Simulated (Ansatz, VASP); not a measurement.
## Two plane-wave programs on KF

The input INCAR:

```
SYSTEM = KF
PREC = Accurate ; ENCUT = 600
EDIFF = 1E-6 ; ISMEAR = 0
SIGMA = 0.1 ; LREAL = .False.
LASPH = .True. ; NELM = 80
ALGO = Fast ; ISIF = 3
LWAVE = .False. ; LCHARG = .False.
GGA = PE ; IBRION = 2
NSW = 90 ; EDIFFG = -0.04
```

File KPOINTS:

```
regular mesh
0
Gamma
  6 6 6
  0 0 0
```

POSCAR

```
KF
1.0
   -1.8684508800      1.8684508800      2.7307727400
    1.8684508800     -1.8684508800      2.7307727400
    1.8684508800      1.8684508800     -2.7307727400
K F
1 1
Direct
    0.9532159400      0.9532159400      0.0000000000
    0.5467840600      0.5467840600      0.0000000000
```

Input for Ansatz:

```yaml
crystal:
  lattice:
    - [-1.86845088, 1.86845088, 2.73077274]
    - [1.86845088, -1.86845088, 2.73077274]
    - [1.86845088, 1.86845088, -2.73077274]
  atoms:
    - { symbol: K, position: [0.95321594, 0.95321594, 0.0] }
    - { symbol: F, position: [0.54678406, 0.54678406, 0.0] }
basis:
  ecutwfc: 420
kpoints:
  mp_grid: { grid: [6, 6, 6] }
hamiltonian:
  xc: pbe
scf:
  occupations: { method: gaussian, width: 0.1 }
  lower_state_search: "off"
output:
  forces: true
  stress: true
  eigenvalues: true
relax:
  adjacent_minimum: "off"
  f_tol: 0.04
  max_steps: 70
  cell: { stress_tol: 0.4 }
```

Alike in both runs: task relaxation of cell and atoms; functional PBE; k mesh 6 × 6 × 6; occupations gaussian, width 0.1 eV; no spin polarisation.

|  | VASP | Ansatz |
| --- | --- | --- |
| version | VASP 6.6.1 | Ansatz 0.2.0 |
| potentials or method | VASP PAW PBE potentials, release 64 (K_sv, F) | scalar-relativistic, plane waves, PAW |
| plane-wave cutoff (eV) | 600 | 420 |
| valence electrons in the cell | 16 | 16 |

VASP gave:

- gap on the k mesh at the Fermi level, each at its own relaxed structure (eV): 5.96
- relaxed volume (Å³/atom): 19.83
- relaxed cell length with the largest relative difference (Å): 3.824
- energy change over the relaxation (meV/atom): -136

Estimate Ansatz's values.

gap on the k mesh at the Fermi level, each at its own relaxed structure (eV): 5.99; relaxed volume (Å³/atom): 19.79; relaxed cell length with the largest relative difference (Å): 3.827; energy change over the relaxation (meV/atom): -131.
